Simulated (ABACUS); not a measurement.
WS2 (Tungstenite):

```
W S
1.0
     3.18000    0.00000    0.00000
    -1.59000    2.75396    0.00000
     0.00000    0.00000   12.50000
W S
2 4
Direct
  0.66667 0.33333 0.75000
  0.33333 0.66667 0.25000
  0.66667 0.33333 0.37500
  0.33333 0.66667 0.87500
  0.66667 0.33333 0.12500
  0.33333 0.66667 0.62500
```

```yaml
Program: ABACUS 3.10.1
Task: single point
Functional: PBE
Potentials_or_basis: PseudoDojo NC SR 0.4.1 PBE standard
Cutoff: 1007 eV
Density_cutoff: 4027 eV
Basis: plane waves
k_mesh: 10 × 10 × 3
Occupations: fermi-dirac, width 0.05 eV
Spin: no spin polarisation
```

On this cell: pressure 2.3 GPa; largest force 0.135 eV/Å; band gap on the k mesh 1.12 eV, indirect (least direct gap 2.08 eV).

The same run follows on a disturbed copy (atoms moved at random, drawn with an rms of 0.05 Å):

```
W S
1.0
     3.18000    0.00000    0.00000
    -1.59000    2.75396    0.00000
     0.00000    0.00000   12.50000
W S
2 4
Direct
  0.67041 0.33213 0.74851
  0.35153 0.67611 0.24816
  0.65055 0.32885 0.37056
  0.33238 0.66576 0.86980
  0.68359 0.34050 0.12215
  0.35274 0.67578 0.62642
```

What changes?

The energy moves by +20.2 meV/atom; pressure 5.2 GPa; largest force 1.365 eV/Å; band gap on the k mesh 1.11 eV, indirect (least direct gap 1.89 eV).

Forces in eV/Å, atoms in the order of the input:
```
W    0.190  0.333 -0.153
W   -0.960 -0.465 -0.851
S    0.919  0.381  0.844
S    0.169 -0.013  1.108
S    0.040  0.082  0.015
S   -0.358 -0.317 -0.963
```

Stress tensor (GPa, compression positive):
```
 3.12 -0.68  3.05
-0.68  4.06  1.31
 3.05  1.31  8.47
```

Caveats: there are fewer bands than atomic start orbitals, so a level may be missed at k points of high symmetry; spin-orbit coupling is left out, which moves the levels of the heavy elements; an odd mesh through Γ misses points on the zone boundary, where band edges often lie; this functional lacks dispersion, which binds the layers, so the pressure and a relaxed spacing across them are unreliable (some runs).
